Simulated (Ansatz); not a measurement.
Wires are cut from relaxed bulk LiCl (P6_3mc, not its usual structure, 20.98 Å³/atom, gap on the mesh 5.94 eV); atoms and period are relaxed, and energies count from that bulk.

Method: Ansatz, DFT PBE, scalar-relativistic, plane waves, PAW.

Cutoff 420 eV, Gaussian smearing of 0.05 eV, energies at zero smearing, symmetry of each start kept, collinear spin where a moment is listed.

| start | atoms | k mesh | excess energy (eV per host atom) | line energy (eV/Å) | period (Å) | gap on the mesh (eV) | highest filled level or Fermi level under vacuum (eV) | size of the moment (μB per cell) |
| --- | --- | --- | --- | --- | --- | --- | --- | --- |
| [001] wire, 12 host atoms a period* | 12 | 1×1×5 | 0.101 | 0.255 | 4.747 | 6.00 | 7.32 | 0.00 |
| [001] wire, 20 host atoms a period* | 20 | 1×1×5 | 0.162 | 0.716 | 4.515 | 4.94 | 6.80 | 0.00 |

* ends far from its start.

An odd mesh misses points on the zone edge, so a gap read on it can be too wide.

Each run keeps its start's symmetry and one magnetic start, so lower states can exist.

Cost: 2 runs of about 39 core-minutes in all, on Intel Xeon Platinum 8559C (Emerald Rapids) (shared hosts).